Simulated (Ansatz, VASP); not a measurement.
**One calculation of Y, two programs**

```
CELL_PARAMETERS angstrom
3.71398 0.00000 0.00000
-1.85699 3.21641 0.00000
0.00000 0.00000 12.07643
ATOMIC_POSITIONS crystal
Y 0.66667 0.33333 0.75000
Y 0.00000 0.00000 0.50000
Y 0.33333 0.66667 0.25000
Y 0.00000 0.00000 0.00000
```

Alike in both runs: task single point; functional PBE; k mesh 8 × 8 × 3; occupations fermi-dirac, width 0.05 eV; no spin polarisation.

|  | VASP | Ansatz |
| --- | --- | --- |
| version | VASP 6.6.1 | Ansatz 0.2.0 |
| potentials or method | VASP PAW PBE potentials, release 64 (Y_sv) | Ansatz PAW |
| plane-wave cutoff (eV) | 520 | 420 |
| valence electrons in the cell | 44 | 44 |

|  | VASP | Ansatz | Ansatz less VASP |
| --- | --- | --- | --- |
| gap on the k mesh at the Fermi level (eV) | none | none | - |
| pressure (GPa) | -3.6 | -3.5 | +0.08 |
| largest component of the traceless stress (GPa) | 0.42 | 0.42 | +0.005 |

A gap of «none» marks a metal or a gap that the smearing closes. With one functional, cell and mesh, what is left measures potentials, basis and numerics.
